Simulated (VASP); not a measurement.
SrO, 2 atoms in the cell. The structure is cubic, space group Fm-3m (No. 225). The conventional cell has a = 5.168 Å, b = 5.168 Å, c = 5.168 Å, α = 90.00°, β = 90.00°, γ = 90.00°. Sr (site symmetry m-3m) is surrounded by 6 O at 2.58 Å. Around O (site symmetry m-3m) lie 6 Sr at 2.58 Å. 

| Quantity | Value |
| --- | --- |
| Program | VASP 6.6.1 |
| Task | relaxation of cell and atoms |
| Functional | r2SCAN |
| Potentials or basis | VASP PAW PBE potentials, release 64 (Sr_sv, O) |
| Cutoff | 600 eV |
| k mesh | 10 × 10 × 10 |
| Occupations | gaussian, width 0.03 eV |
| Spin | no spin polarisation |
| Further INCAR settings | ALGO = Normal; EDIFF = 1e-07; IBRION = 2; EDIFFG = -0.005; NSW = 90; ISIF = 3 |

Potentials or basis: VASP PAW PBE potentials, release 64 (Sr_sv, O).

Launch:

```console
$ cat potpaw_PBE.64/Sr_sv/POTCAR potpaw_PBE.64/O/POTCAR > POTCAR
$ mpirun -np 1 vasp_std > vasp.out
```

Hardware: 1 thread of Intel(R) Xeon(R) Platinum 8559C (Emerald Rapids), on a shared host.

Problem. Estimate the wall time of this run.

Solution. It took 110 s on 1 thread of Intel(R) Xeon(R) Platinum 8559C (Emerald Rapids), with other jobs on the host, peak memory 0.18 GiB. Counts: scf iterations 24, k points 47, ion steps 1.
